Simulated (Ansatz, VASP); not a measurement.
Two plane-wave programs on ZnS

```
Zn S
1.0
     0.00000    2.72115    2.72115
     2.72115    0.00000    2.72115
     2.72115    2.72115    0.00000
Zn S
1 1
Direct
  0.00000 0.00000 0.00000
  0.75000 0.75000 0.75000
```

Alike in both runs: functional PBE; k mesh 10 × 10 × 10; occupations gaussian, width 0.02 eV; no spin polarisation.

Ansatz relaxed the structure, and its values are those at the end. VASP's run is a single point on that final structure, the one shown.

|  | VASP | Ansatz |
| --- | --- | --- |
| version | VASP 6.6.1 | Ansatz 0.2.0 |
| potentials or method | VASP PAW PBE potentials, release 64 (Zn, S) | scalar-relativistic, plane waves, PAW |
| plane-wave cutoff (eV) | 520 | 420 |
| valence electrons in the cell | 18 | 18 |

Ansatz gave:

| Property | Result |
| --- | --- |
| gap on the k mesh at the Fermi level (eV) | 2.02 |
| least direct gap on the mesh (eV) | 2.02 |
| pressure (GPa) | 0.0 |

**Question.** Which values does VASP return?

**Answer.** gap on the k mesh at the Fermi level (eV): 2.02; least direct gap on the mesh (eV): 2.02; pressure (GPa): 0.2.

The functional is the same, so the differences come from potentials, cutoffs and numerics.

Expect the measured gap to be larger: semilocal functionals such as PBE lack the derivative discontinuity.
